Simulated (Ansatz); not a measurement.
## Relaxing Zr in the bcc type

First guess:

```
CELL_PARAMETERS angstrom
-1.78526 1.78526 1.78526
1.78526 -1.78526 1.78526
1.78526 1.78526 -1.78526
ATOMIC_POSITIONS crystal
Zr 0.00000 0.00000 0.00000
```

All numbers below come from Ansatz 0.2.0, DFT, PBE, PAW with Ansatz's default frozen-core files, scalar-relativistic.

Cell and atoms relax within the symmetry of the start on a 16×16×16 k mesh with 0.05 eV Fermi–Dirac smearing.

The start is built from a prototype, known or not as a phase of this compound; the cutoff is 420 eV.

What is the pressure of the first guess?

0.32 GPa.

What does it relax to?

a = 3.575 Å, b = 3.575 Å, c = 3.575 Å, α = 90.00°, β = 90.00°, γ = 90.00° (conventional cell), 22.84 Å³ per atom:
```xyz
1
Lattice="-1.7874 1.7874 1.7874 1.7874 -1.7874 1.7874 1.7874 1.7874 -1.7874" Properties=species:S:1:pos:R:3 pbc="T T T"
Zr    0.0000    0.0000    0.0000
```

How much energy does the relaxation release?

0 meV/atom.
